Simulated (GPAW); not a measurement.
## HgSe: single point with PBE

HgSe:

```
Hg Se
1.0
     0.00000    3.03900    3.03900
     3.03900    0.00000    3.03900
     3.03900    3.03900    0.00000
Hg Se
1 1
Direct
  0.00000 0.00000 0.00000
  0.75000 0.75000 0.75000
```

```json
{"Program": "GPAW 26.7.0", "Task": "single point", "Functional": "PBE", "Potentials or basis": "GPAW PAW data sets (gpaw-data 1.2.1)", "Cutoff": "600 eV", "Basis": "pw", "k mesh": "8 × 8 × 8", "Occupations": "gaussian, width 0.019 eV", "Spin": "no spin polarisation", "Maxiter": "150"}
```

The pressure is 5.1 GPa. The band gap on the k mesh is none (metal or under the smearing width).

Levels at points of the mesh, in eV from the Fermi level:
```csv
k point,band 10,band 11,band 12,band 13,band 14
"(0.00, 0.00, 0.00)",-0.82,-0.01,-0.01,-0.01,5.51
"(0.50, 0.50, 0.00)",-5.06,-2.32,-2.32,2.87,2.99
"(0.50, 0.50, 0.50)",-5.47,-0.98,-0.98,1.20,6.27
```

It took 19 s on 1 thread of Arm Neoverse V1 (shared host), peak memory 0.17 GiB.

The run has no spin-orbit coupling, so splittings on Hg are missing.
